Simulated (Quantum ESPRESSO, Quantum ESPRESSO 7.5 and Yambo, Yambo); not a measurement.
**AgCl (Fm-3m): Bethe-Salpeter spectra with Yambo**

How far does the k mesh set the exciton binding of AgCl (Fm-3m)?

Main program and level: Quantum ESPRESSO 7.5 and Yambo 5.3.0; PBE and many-body steps on it, plane waves.

## 1. Starting point

The structure is cubic, space group Fm-3m (No. 225). The conventional cell has a = 5.597 Å, b = 5.597 Å, c = 5.597 Å, α = 90.00°, β = 90.00°, γ = 90.00°. Ag has 6 Cl at 2.80 Å nearest. Cl has 6 Ag at 2.80 Å nearest. Farther neighbours and most contacts between anions are not listed.

The lattice is a measured one from papers, the positions are the Materials Project's; both are kept fixed.

## 2. Empty states on the mesh, 4×4×4 mesh, 112 bands

This step: Quantum ESPRESSO 7.5; DFT, PBE, plane waves, norm-conserving pseudopotentials.

The sums over transitions need many empty states on a uniform mesh; this step solves for them.

The input, pw.in:

```
&control
  calculation = 'nscf'
  prefix = 'x'
  outdir = 'o'
  pseudo_dir = 'pseudo'
/
&system
  ibrav = 0
  nat = 2
  ntyp = 2
  ecutwfc = 74.0
  nbnd = 112
  force_symmorphic = .true.
/
&electrons
  conv_thr = 1e-9
  electron_maxstep = 80
  diago_full_acc = .true.
  diago_thr_init = 5e-6
/
ATOMIC_SPECIES
  Ag 107.87 Ag.upf
  Cl 35.45 Cl.upf
CELL_PARAMETERS angstrom
  0.0000000000 2.7985000000 2.7985000000
  2.7985000000 0.0000000000 2.7985000000
  2.7985000000 2.7985000000 -0.0000000000
ATOMIC_POSITIONS crystal
  Ag 0.0000000000 0.0000000000 0.0000000000
  Cl 0.5000000000 0.5000000000 0.5000000000
K_POINTS automatic
  4 4 4 0 0 0
```

Started as:

```
$ OMP_NUM_THREADS=1 mpirun -n 4 pw.x -nk 4 -in pw.in > pw.out
```

The program printed:

```text
Program PWSCF v.7.5 starts

     This program is part of the open-source Quantum ESPRESSO suite
     for quantum simulation of materials; please cite
         "P. Giannozzi et al., J. Phys.:Condens. Matter 21 395502 (2009);
         "P. Giannozzi et al., J. Phys.:Condens. Matter 29 465901 (2017);
         "P. Giannozzi et al., J. Chem. Phys. 152 154105 (2020);
     in publications or presentations arising from this work. More details at

     Atomic positions and unit cell read from directory:
     o/x.save/

     Message from routine setup:
[...]
k =-0.3536-0.3536 0.3536 (  3178 PWs)   bands (ev):

[...]
91.1745  91.1745  92.7643  92.7643  93.9938  95.7326  97.4466  97.4466
    98.1212  98.9888  98.9888  99.0946  99.0946  99.5560  99.6185 100.0698

          k = 0.3536 0.0000 0.0000 (  3178 PWs)   bands (ev):

     [... further k-points ...]

     highest occupied, lowest unoccupied level (ev):     7.6822    8.6036

     XML data file, pseudopotentials, collected wavefunctions

=------------------------------------------------------------------------------=
   JOB DONE.
=------------------------------------------------------------------------------=
```

Elapsed: 6.5 s, on 4 MPI ranks of Arm Neoverse V2, shared host; peak memory 0.32 GiB; 26 s of CPU time.

Numbers from this step:

```
gap                                                           : 0.9214 eV
k of the valence top                                          : 0, 0, -0.5
k of the conduction bottom                                    : 0, 0, 0
least direct gap                                              : 3.124 eV
k points computed                                             : 8
lowest point of the top converged band, above the valence top : 89.5395 eV
```

On this mesh the gap is 0.921 eV.

The density comes from a self-consistent run that is not shown.

## 3. Conversion and set-up

This step: Yambo 5.3.0; conversion and set-up on PBE, plane waves, norm-conserving pseudopotentials.

The states are converted to the many-body program's format and the q mesh is built.

Started as:

```
$ (cd o/x.save; p2y > p2y.log; mv SAVE ../..); yambo > setup.log
```

The program printed:

```text
 Yambo, version 5.3.0

 [02] CORE Variables Setup
 =========================

  [02.01] Unit cells
  ==================

  Cell kind             :  FCC
  Atoms in the cell     :  Ag  Cl
  number of Ag atoms    :  1
  number of Cl atoms    :  1

  List of atomic masses
  Mass of Ag    :  107.8700
  Mass of Cl    :  35.45000

  List of atomic coordinates    : [cc]
  Ag1       :  0.000000  0.000000  0.000000  order 1
  Cl1       :  5.288399  5.288399  5.288399  order 2

  Alat factors          :  5.288399  5.288399  5.288399 [a.u.]
  Direct lattice volume :  295.8030 [a.u.]
[...]
==========================================

 IBZ Q-points                                      :   8
 BZ  Q-points                                      :   64

 K/Q-points units:
 rlu = crystal or reduced units; cc = cartesian coordinates; iku = interal k-units

 Q [1]          [rlu]:  0.000000  0.000000  0.000000
 Q [2]          [rlu]: -0.30674E-16 -0.30674E-16  0.25000
 Q [3]          [rlu]:  0.61348E-16  0.61348E-16 -0.50000
[...]
Q [7]          [rlu]: -0.17270E-16 -0.50000     -0.50000
 Q [8]          [rlu]:  0.250000 -0.500000 -0.250000

  [03.01] X indexes
  =================

   [03.01.01] Sigma indexes
   ========================

 [06] Game Over & Game summary
```

It took 2.2 s on 1 MPI rank; peak memory 0.24 GiB.

## 4. Screening and self-energy, 4×4×4 mesh, 112 bands, screening to 163.3 eV

G0W0 replaces the xc potential by the self-energy, built once from these orbitals. Only a window of levels is corrected, while the sums run over the empty bands that the input names.

This step: G0W0 on PBE, plane waves, norm-conserving pseudopotentials.

The input, gw1.in:

```
HF_and_locXC
gw0
dyson
ppa
em1d
rim_cut
RandQpts= 1000000
RandGvec= 1 RL
EXXRLvcs= 74 Ry
VXCRLvcs= 296 Ry
Chimod= "HARTREE"
% BndsRnXp
 1 | 112 |
%
NGsBlkXp= 12 Ry
% LongDrXp
 1 | 1 | 1 |
%
% GbndRnge
 1 | 112 |
%
DysSolver= "n"
ExtendOut
PPAPntXp= 27.21138 eV
% QPkrange
 3 | 3 | 12 | 15 |
 1 | 1 | 12 | 15 |
%
```

Started as:

```
$ OMP_NUM_THREADS=1 mpirun -n 4 yambo -F gw1.in -J gw1 -C gw1 > gw1.log
```

The program printed:

```text
 Yambo, version 5.3.0

 [02] CORE Variables Setup
 =========================

  [... cell, symmetries and grids as in the set-up ...]

  [02.05] Energies & Occupations
  ==============================

  [X] === General ===
  [X] Electronic Temperature                        :  0.000000  0.000000 [eV K]
  [X] Bosonic    Temperature                        :  0.000000  0.000000 [eV K]
  [X] Finite Temperature mode                       : no
  [X] El. density                                   :  0.59315E+24 [cm-3]
[...]
QP @ state[ 1 ] b range                          :  12  15
   QP @ state[ 2 ] K range                          :  3  3
   QP @ state[ 2 ] b range                          :  12  15
   GF energies kind                                 : Perdew, Burke & Ernzerhof(X)+Perdew, Burke & Ernzerhof(C)
   GF WF`s kind                                     : Perdew, Burke & Ernzerhof(X)+Perdew, Burke & Ernzerhof(C)
   Xs energies kind                                 : Perdew, Burke & Ernzerhof(X)+Perdew, Burke & Ernzerhof(C)
   Xs WF`s kind                                     : Perdew, Burke & Ernzerhof(X)+Perdew, Burke & Ernzerhof(C)

 [11] Game Over & Game summary
```

Wall time 63 s (4 MPI ranks); peak memory 1.4 GiB.

Numbers from this step:

| Property | Result |
| --- | --- |
| G0W0 gap on the points computed | 2.149 eV |
| starting gap on the mesh | 0.9214 eV |
| k of the valence top | 0, 0, -0.5 |
| k of the conduction bottom | 0, 0, 0 |
| least direct G0W0 gap on the computed points | 4.574 eV |

The gap on the mesh goes from 0.92 eV to 2.15 eV, a correction of +1.23 eV.

The gap opens by 1.228 eV; the next steps shift the empty bands rigidly by 1.450 eV, the correction at the start's least direct gap.

## 5. Empty states on the mesh, 4×4×4 mesh, 23 bands

This step: Quantum ESPRESSO 7.5; DFT, PBE, plane waves, norm-conserving pseudopotentials.

pw.in: that of step 2 with these lines changed.

```diff
@@ -11,3 +11,3 @@
   ecutwfc = 74.0
-  nbnd = 112
+  nbnd = 23
   force_symmorphic = .true.
```

Started as:

```
$ OMP_NUM_THREADS=1 mpirun -n 4 pw.x -nk 4 -in pw.in > pw.out
```

The program printed:

```text
[banner, memory and clock lines left out]
Program PWSCF v.7.5 starts

     Atomic positions and unit cell read from directory:
     o/x.save/

     Message from routine setup:
     using ibrav=0 with symmetry is DISCOURAGED, use correct ibrav instead

     G-vector sticks info

     bravais-lattice index     =            0
     lattice parameter (alat)  =       7.4789  a.u.
     unit-cell volume          =     295.8030 (a.u.)^3
     number of atoms/cell      =            2
     number of atomic types    =            2
     number of electrons       =        26.00
[...]
5.5158   5.5158   5.7634   6.9238   6.9238  10.5954  15.4778  16.8178
    16.8178  19.7540  19.7540  20.1979  24.2125  25.7156  25.7156

          k =-0.3536-0.3536 0.3536 (  3178 PWs)   bands (ev):

   -81.9860 -45.5146 -45.5125 -45.5125  -6.8740   2.6728   3.7065   3.7065
     5.6889   5.6889   5.9895   7.6822   7.6822  11.9960  14.0736  15.3510
    15.3510  21.1010  21.1010  21.1730  22.5242  25.4057  25.4057

          k = 0.3536 0.0000 0.0000 (  3178 PWs)   bands (ev):

     [... further k-points ...]

     highest occupied, lowest unoccupied level (ev):     7.6822    8.6036

     XML data file, pseudopotentials, collected wavefunctions
```

It took 1.6 s on 4 MPI ranks; peak memory 0.05 GiB; 5.8 s of CPU time.

This step gave:

| Property | Result |
| --- | --- |
| gap | 0.9214 eV |
| k of the valence top | 0, 0, -0.5 |
| k of the conduction bottom | 0, 0, 0 |
| least direct gap | 3.124 eV |
| k points computed | 8 |
| lowest point of the top converged band, above the valence top | 13.44 eV |

On this mesh the gap is 0.921 eV.

## 6. Conversion and set-up

This step: Yambo 5.3.0; conversion and set-up on PBE, plane waves, norm-conserving pseudopotentials.

Started as:

```
$ (cd o/x.save; p2y > p2y.log; mv SAVE ../..); yambo > setup.log
```

The program printed:

```text
 Yambo, version 5.3.0

 [02] CORE Variables Setup
 =========================

  [02.01] Unit cells
  ==================

  Cell kind             :  FCC
  Atoms in the cell     :  Ag  Cl
  number of Ag atoms    :  1
  number of Cl atoms    :  1

  List of atomic masses
  Mass of Ag    :  107.8700
  Mass of Cl    :  35.45000

  List of atomic coordinates    : [cc]
  Ag1       :  0.000000  0.000000  0.000000  order 1
  Cl1       :  5.288399  5.288399  5.288399  order 2

  Alat factors          :  5.288399  5.288399  5.288399 [a.u.]
  Direct lattice volume :  295.8030 [a.u.]
[...]
==========================================

 IBZ Q-points                                      :   8
 BZ  Q-points                                      :   64

 K/Q-points units:
 rlu = crystal or reduced units; cc = cartesian coordinates; iku = interal k-units

 Q [1]          [rlu]:  0.000000  0.000000  0.000000
 Q [2]          [rlu]: -0.30674E-16 -0.30674E-16  0.25000
 Q [3]          [rlu]:  0.61348E-16  0.61348E-16 -0.50000
[...]
Q [7]          [rlu]: -0.17270E-16 -0.50000     -0.50000
 Q [8]          [rlu]:  0.250000 -0.500000 -0.250000

  [03.01] X indexes
  =================

   [03.01.01] Sigma indexes
   ========================

 [06] Game Over & Game summary
```

Wall time 2.2 s (1 MPI rank); peak memory 0.24 GiB.

(Continued in part 2 of 4.)

[Paths, hosts, dates, memory and timing lines, banners, echoed tables and standing remarks are left out of the program output.]

[Logs are printed without paths, hosts, clocks, repeated set-up lines and the standing remarks that a program may print on its own settings, such as how far it seeks lower states.]

[Runs of the session that timed out or met a known fault of the program may be left out.]

[Hosts, paths, dates, database ids (printed as entryN), source tags and the programs' standing remarks are cut or masked in the printed files.]
